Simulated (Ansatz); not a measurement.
# Binding curve of Al(100) slab with OH (106 atoms)

The cell holds 106 atoms: 96 Al, 5 O and 5 H. Its edges and angles: a = 11.455 Å, b = 11.455 Å, c = 24.527 Å, α = 90.0°, β = 90.0°, γ = 90.0°. It derives from Al (fcc). The starting structure: Fcc Al (a = 4.05 Å), (100) slab of 6 repeat layers, 4 x 4 surface cells, 12 Å of vacuum; 5 OH on bridge sites; displaced by a Gaussian of 0.03 Å. Regions: slab, 96 atoms (96 Al); OH adsorbates, 10 atoms (5 O and 5 H). Vacuum lies along c.

Calculated with Ansatz 0.2.0: Kohn-Sham DFT, PBE+D4, PAW (set soft_2), plane waves; cutoff 420 eV, k-mesh 2×2×1, cold smearing of 0.15 eV. The upper part is moved rigidly along the normal by z from its relaxed place. Energies are the whole cell less its two frozen parts, over the face of 131.2 Å².

```
shift z (Å)  interaction energy (meV/Å²)
       -0.3                       -142.4
       +0.0                       -162.5
       +0.3                       -148.9
       +0.8                            ?
       +1.6                       -34.80
       +3.0                       -4.000
```

Task: Fit the universal binding curve to the rows given and interpolate to the withheld row.

**Working.**

The universal binding curve is E(z) = −D (1 + z/l) exp(−z/l), whose curvature at z = 0 is D/l². The depth is D = 162.5 meV/Å². The three points about zero give the curvature [E(+0.3) + E(−0.3) − 2E(0)] / 0.3² = 373.3 meV/Å⁴, so l = √(D / curvature) = 0.660 Å. At z = 0.8 Å, z/l = 1.213.

Prediction at +0.8: -106.9 meV/Å². The run gave -98.30 meV/Å², so the fit is low by 8.6 meV/Å² (8.8 % of the value).

At the last row, z = 3 Å, the curve gives -9.55 against -4.00 meV/Å² computed. Among the rows given, the largest miss of the fit is at +1.6, by 14 meV/Å² (9.1 % of the range of the table).

Limits: The parts are rigid, and they also feel their periodic images through the vacuum. A part alone ran with spin polarisation and the whole cell without, which enters the depth. The slab bears a dipole and has periodic images along its normal, so a spurious field crosses the vacuum.

[Long decimals in the printed logs are rounded to 6 places.]

[Logs are printed without paths, hosts, clocks, repeated set-up lines and the standing remarks that a program may print on its own settings, such as how far it seeks lower states.]

[Hosts, paths, dates, database ids (printed as entryN), source tags and the programs' standing remarks are cut or masked in the printed files.]
